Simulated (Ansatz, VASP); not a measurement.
# Two plane-wave programs on PtSe2 (Sudovikovite)

```
Pt Se
1.0
     3.72400    0.00000    0.00000
    -1.86200    3.22508    0.00000
     0.00000    0.00000    5.06200
Pt Se
1 2
Direct
  0.00000 0.00000 0.00000
  0.33333 0.66667 0.25000
  0.66667 0.33333 0.75000
```

Alike in both runs: task single point; functional PBE; k mesh 9 × 9 × 6; no spin polarisation.

|  | VASP | Ansatz |
| --- | --- | --- |
| version | VASP 6.6.1 | Ansatz 0.2.0 |
| potentials or method | VASP PAW PBE potentials, release 64 (Pt, Se) | plane waves, PAW |
| plane-wave cutoff (eV) | 520 | 420 |
| occupations | methfessel-paxton of order 1, width 0.1 eV | cold, width 0.1 eV |
| valence electrons in the cell | 22 | 50 |

|  | VASP | Ansatz | Ansatz less VASP |
| --- | --- | --- | --- |
| pressure (GPa) | 7.3 | 7.3 | 0.00 |
| largest component of the traceless stress (GPa) | 1.27 | 1.27 | +0.003 |

The two sets of potentials don't hold the same shells in valence.

The runs have no spin-orbit coupling, so splittings on Pt are missing.
